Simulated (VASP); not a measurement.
# Settings for Pd: density of states

Pd, Im-3m (no. 229), 1 atom in the cell. PBE; PAW potentials Pd (PBE set). VASP 6.6.1.

Wanted: density of states by 0.5 eV bins within 20 %; centre of the states within 12 eV below the valence top within 0.1 eV; states at the Fermi level within 20 %.

What the run is for: density of states; Accuracy asked: screening; k mesh of the density: 13 × 13 × 13.

POSCAR:
```
Pd
1.0
   -1.5722810000      1.5722810000      1.5722810000
    1.5722810000     -1.5722810000      1.5722810000
    1.5722810000      1.5722810000     -1.5722810000
Pd
1
Direct
    0.0000000000      0.0000000000      0.0000000000
```

The series start from Plane-wave cutoff (eV): 290; k-point mesh: 16 × 16 × 16; Energy points (NEDOS): 2001; Occupations for the DOS: ISMEAR=-5; Electronic threshold (eV): 1e-6; Precision mode (PREC): Accurate. Each series keeps the choices made before it, and each single choice may use up half of a tolerance. Times cover all steps of a run.

## Plane-wave cutoff (eV)

| Plane-wave cutoff (eV) | Density of states by 0.5 eV bins, largest deviation against the largest value | Centre of the states within 12 eV below the valence top (eV) | States at the Fermi level (states/eV/atom) | Time (s) |
|---|---|---|---|---|
| 200 | 9 % | -2.30 | 1.565 | 6.5 |
| 250 | 0.38 % | -2.37 | 1.481 | 6.7 |
| 290 | 0.3 % | -2.37 | 1.493 | 8.3 |
| 320 | 0.22 % | -2.37 | 1.494 | 8.1 |
| 400 | 0.03 % | -2.37 | 1.493 | 14 |
| 500 (reference) | 0 % | -2.37 | 1.494 | 19 |

Chosen: 250, the loosest value from which every tighter one stays within half of the tolerance.

## k-point mesh

| k-point mesh | Density of states by 0.5 eV bins, largest deviation against the largest value | Centre of the states within 12 eV below the valence top (eV) | States at the Fermi level (states/eV/atom) | Time (s) |
|---|---|---|---|---|
| 7 × 7 × 7 | 16 % | -2.36 | 2.211 | 4.5 |
| 9 × 9 × 9 | 11 % | -2.36 | 1.607 | 4.6 |
| 11 × 11 × 11 | 5.8 % | -2.36 | 1.5 | 5.3 |
| 13 × 13 × 13 | 4.1 % | -2.37 | 1.493 | 6.4 |
| 16 × 16 × 16 | 1.8 % | -2.37 | 1.481 | 6.7 |
| 19 × 19 × 19 | 1.6 % | -2.37 | 1.388 | 11 |
| 24 × 24 × 24 | 0.46 % | -2.37 | 1.389 | 17 |
| 29 × 29 × 29 (reference) | 0 % | -2.37 | 1.389 | 24 |

Chosen: 11 × 11 × 11.

## Energy points (NEDOS)

| Energy points (NEDOS) | Density of states by 0.5 eV bins, largest deviation against the largest value | Centre of the states within 12 eV below the valence top (eV) | States at the Fermi level (states/eV/atom) | Time (s) |
|---|---|---|---|---|
| 301 | 3.7 % | -2.39 | 1.48 | 6.4 |
| 501 | 22 % | -2.32 | 1.476 | 6.5 |
| 1001 | 8.4 % | -2.34 | 1.509 | 6.1 |
| 2001 | 2.8 % | -2.36 | 1.5 | 5.3 |
| 4001 (reference) | 0 % | -2.36 | 1.498 | 6.8 |

Chosen: 1001.

## Occupations for the DOS

| Occupations for the DOS | Density of states by 0.5 eV bins, largest deviation against the largest value | Centre of the states within 12 eV below the valence top (eV) | States at the Fermi level (states/eV/atom) | Time (s) |
|---|---|---|---|---|
| ISMEAR=-5 | 0 % | -2.34 | 1.509 | 6.1 |
| ISMEAR=-4 | 0 % | -2.34 | 1.509 | 7.7 |
| ISMEAR=0 SIGMA=0.05 | 9.9 % | -2.37 | 1.957 | 6.2 |
| ISMEAR=0 SIGMA=0.1 | 9.8 % | -2.37 | 1.724 | 6.6 |
| ISMEAR=-15 SIGMA=0.025 | 0.012 % | -2.34 | 1.509 | 7.8 |
| ISMEAR=1 SIGMA=0.1 | 10 % | -2.37 | 1.916 | 6.5 |

Chosen: ISMEAR=-5; no other choice that stays within half of the tolerance saves 30 % of the time.

## Electronic threshold (eV)

| Electronic threshold (eV) | Density of states by 0.5 eV bins, largest deviation against the largest value | Centre of the states within 12 eV below the valence top (eV) | States at the Fermi level (states/eV/atom) | Time (s) |
|---|---|---|---|---|
| 0.001 | 0.0087 % | -2.34 | 1.509 | 5.8 |
| 0.0001 | 0.0087 % | -2.34 | 1.509 | 6.4 |
| 1e-5 | 0.48 % | -2.34 | 1.509 | 5.7 |
| 1e-6 (reference) | 0 % | -2.34 | 1.509 | 6.1 |

Chosen: 0.001.

## Precision mode (PREC)

| Precision mode (PREC) | Density of states by 0.5 eV bins, largest deviation against the largest value | Centre of the states within 12 eV below the valence top (eV) | States at the Fermi level (states/eV/atom) | Time (s) |
|---|---|---|---|---|
| Normal | 0.012 % | -2.34 | 1.509 | 4.8 |
| Accurate (reference) | 0 % | -2.34 | 1.509 | 5.8 |

Chosen: Normal.

## All choices together

| Input | Density of states by 0.5 eV bins, largest deviation against the largest value | Centre of the states within 12 eV below the valence top (eV) | States at the Fermi level (states/eV/atom) | Time (s) |
|---|---|---|---|---|
| defaults for smearing, thresholds and mesh (naive) | 53 % | -2.13 | 2.184 | 4.2 |
| chosen settings | 5.7 % | -2.34 | 1.509 | 4.8 |
| reference settings throughout | 0 % | -2.37 | 1.39 | 93 |

The tolerance is met.

## The input

INCAR.step1:
```
SYSTEM = Pd
ALGO = Normal
EDIFF = 0.001
ENCUT = 250
GGA = PE
GGA_COMPAT = .FALSE.
ISMEAR = 1
LASPH = .TRUE.
LCHARG = .TRUE.
LMAXMIX = 4
LREAL = .FALSE.
LWAVE = .FALSE.
NBANDS = 19
NELM = 120
PREC = Normal
SIGMA = 0.1
```

INCAR.step2, as INCAR.step1 but for:
```
- ISMEAR = 1
- LCHARG = .TRUE.
- SIGMA = 0.1
+ EMAX = 16.9321
+ EMIN = -8.0679
+ ICHARG = 11
+ ISMEAR = -5
+ LCHARG = .FALSE.
+ LORBIT = 11
+ NEDOS = 1001
```

KPOINTS.step1:
```
k-points
0
Gamma
  13 13 13
```

KPOINTS.step2:
```
Automatic mesh
0
Gamma
  11 11 11
  0 0 0
```

Commands (each step's output is kept before the next begins):
```
cat potpaw_PBE.64/Pd/POTCAR > POTCAR
cp INCAR.step1 INCAR
cp KPOINTS.step1 KPOINTS
mpirun -np 1 vasp_std > vasp.out
cp INCAR.step2 INCAR
cp KPOINTS.step2 KPOINTS
mpirun -np 1 vasp_std > vasp.out
```

The chosen input took VASP 6.6.1 4.8 s on 1 core (Intel Xeon 6975P-C (Granite Rapids)), a shared host.

## An input that fails: tetrahedra on too few k points

VASP's message: IBZKPT: tetrahedron method fails for NKPT<4. NKPT = 1.

k mesh: 16 × 16 × 16 becomes 1 × 1 × 1.

Changes against the starting input:
```
(step 2)
- NELM = 120
+ NELM = 88
```
